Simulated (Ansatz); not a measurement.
**SrVO3: further runs on the relaxed cell**

The task here is to estimate one member of a computed series from the others.

Method: DFT PBEsol, scalar-relativistic, plane waves, PAW, in Ansatz 0.2.0.

1 further run of the same task is left out (set aside as unsound or not needed).

**Starting point**

It takes space group Pm-3m (No. 221, cubic). The conventional cell has a = 3.810 Å, b = 3.810 Å, c = 3.810 Å, α = 90.00°, β = 90.00°, γ = 90.00°. Sr (site symmetry m-3m) has 12 O at 2.69 Å as nearest neighbours. V (site symmetry m-3m) is surrounded by 6 O at 1.91 Å. Around O (site symmetry 4/mmm) lie 2 V at 1.91 Å and 4 Sr at 2.69 Å.

Structure file:

```
Sr V O
1.0
     3.81032    0.00000    0.00000
     0.00000    3.81032    0.00000
     0.00000    0.00000    3.81032
Sr V O
1 1 3
Direct
  0.50000 0.50000 0.50000
  0.00000 0.00000 0.00000
  0.50000 0.00000 0.00000
  0.00000 0.50000 0.00000
  0.00000 0.00000 0.50000
```

This cell was relaxed beforehand with the same method: volume 11.06 Å³/atom, gap on the mesh none (metal), site moments up to 0.2 μB.

The first run:

input.yaml

```yaml
crystal:
  lattice:
    - [3.8103207701, 0.0, 0.0]
    - [0.0, 3.8103207701, 0.0]
    - [0.0, 0.0, 3.8103207701]
  atoms:
    - { symbol: Sr, position: [0.5, 0.5, 0.5] }
    - { symbol: V, position: [0.0, 0.0, 0.0], spin: 0.22 }
    - { symbol: O, position: [0.5, 0.0, 0.0] }
    - { symbol: O, position: [0.0, 0.5, 0.0] }
    - { symbol: O, position: [0.0, 0.0, 0.5] }
basis:
  ecutwfc: 420
kpoints:
  mp_grid: { grid: [10, 10, 10] }
  band_path:
    path:
      - [[0.0, 0.0, 0.0], [0.0, 0.5, 0.0], [0.5, 0.5, 0.0], [0.0, 0.0, 0.0], [0.5, 0.5, 0.5], [0.0, 0.5, 0.0]]
      - [[0.5, 0.5, 0.5], [0.5, 0.5, 0.0]]
    npoints: 14
hamiltonian:
  xc: pbesol
scf:
  occupations: { method: gaussian, width: 0.1 }
  n_extra_bands: 12
output:
  forces: true
  stress: true
  eigenvalues: true
  populations: true
  dos: { projected: true, de: 0.02, nscf_kmesh: { grid: [15, 15, 15] } }
  bader: true
  write_density: true
  write_potential: true
  elf: true
  volumetric_format: npy
magnetization:
  spin_polarized: true
checkpoint:
  read: start.run
  write: ck
  compress: false
  write_wavefunctions: false
  write_every: 100000
```

Command:

```console
ansatz run input.yaml --threads 2 --pin off --max-ram 5120MiB --backend cpu --events-out ev --progress --plain --runs-dir out
```

Among the steps run: Bands, states and charges; Point at V/V0 = 0.97; Volume × 1.03; The cell scaled to 0.94 of its volume; Volume × 1.06.

One table of the session follows, with a row left open; its other results are not shown here.

It belongs to the step «Fit of the equation of state». 

| volume (Å³/atom) | energy above the lowest point (meV/atom) | pressure (GPa) | largest moment (μB) |
| --- | --- | --- | --- |
| 10.400 | 27.8 | 14.16 | 0.16 |
| 10.732 | 6.6 | 6.50 | 0.18 |
| 11.064 | 0.0 | 0.00 | 0.20 |
| 11.396 | ? | ? | ? |
| 11.728 | 22.3 | -10.20 | 0.24 |

**Question.** Estimate the row for volume (Å³/atom) = 11.396.

Worked estimate for «energy above the lowest point (meV/atom)». A straight line through the neighbours (11.064, 0.0) and (11.728, 22.3) gives 0.0 + (22.3 − 0.0) × (11.396 − 11.064) / (11.728 − 11.064) = 11.2; a parabola fitted to 3 rows on both sides gives 5.2.

The run gave: energy above the lowest point (meV/atom): 5.9; pressure (GPa): -5.52; largest moment (μB): 0.22. In «energy above the lowest point (meV/atom)» the line misses by +5.3 and the parabola by -0.7.

To keep in mind: Warnings in the runs' records: stability check not made.
